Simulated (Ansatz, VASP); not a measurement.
## AgCl: VASP beside Ansatz

The input INCAR:

```
  PREC = Accurate
  ENCUT = 520
  EDIFF = 1E-8
  ISMEAR = -1
  SIGMA = 0.02
  LREAL = F
  LASPH = T
  NELM = 60
  ALGO = Normal
  ISIF = 2
  LWAVE = F
  LCHARG = F
  GGA = PE
  LEFG = T
  NBANDS = 16
```

Contents of KPOINTS:

```
Automatic mesh
0
Gamma
  8 8 8
```

The input POSCAR:

```
AgCl
1.0
    0.0000000000      2.7545376942      2.7545376942
    2.7545376942      0.0000000000      2.7545376942
    2.7545376942      2.7545376942      0.0000000000
Ag Cl
1 1
Direct
    0.5000000000      0.5000000000      0.5000000000
    0.0000000000      0.0000000000      0.0000000000
```

Input for Ansatz:

```yaml
crystal:
  lattice:
    - [0.0, 2.7545376942, 2.7545376942]
    - [2.7545376942, 0.0, 2.7545376942]
    - [2.7545376942, 2.7545376942, 0.0]
  atoms:
    - { symbol: Ag, position: [0.5, 0.5, 0.5] }
    - { symbol: Cl, position: [0.0, 0.0, 0.0] }
kpoints:
  mp_grid: { grid: [8, 8, 8] }
scf:
  occupations: { method: fermi_dirac, width: 0.02 }
hamiltonian:
  xc: pbe
  pseudopotentials: { kind: all_electron, datasets: crystal }
output:
  forces: true
  stress: true
  eigenvalues: true
  efg: { contact_densities: true }
```

Change from the starting cell: volume scaled by 0.98, crystal datasets.

Alike in both runs: task electric field gradients; functional PBE; k mesh 8 × 8 × 8; occupations fermi-dirac, width 0.02 eV; no spin polarisation.

|  | VASP | Ansatz |
| --- | --- | --- |
| version | VASP 6.6.1 | Ansatz 0.2.0 |
| potentials or method | VASP PAW PBE potentials, release 64 (Ag, Cl) | all-electron PAW with datasets made for the crystal, scalar-relativistic |
| plane-wave cutoff (eV) | 520 | see its input |

Ansatz gave:

| Quantity | Value |
| --- | --- |
| gap on the k mesh at the Fermi level (eV) | 0.91 |
| pressure (GPa) | 2.7 |
| Vzz of the field gradient on the site that differs most (V/Å²) | 0.0 |

What did VASP give for the same quantities?

gap on the k mesh at the Fermi level (eV): 0.90; pressure (GPa): 2.5; Vzz of the field gradient on the site that differs most (V/Å²): 0.0.

Ansatz ran all-electron here, so the differences hold the error of VASP's frozen core and of both bases. Ansatz warned: «gradients_without_spin_orbit».

A k mesh can miss the band edges.
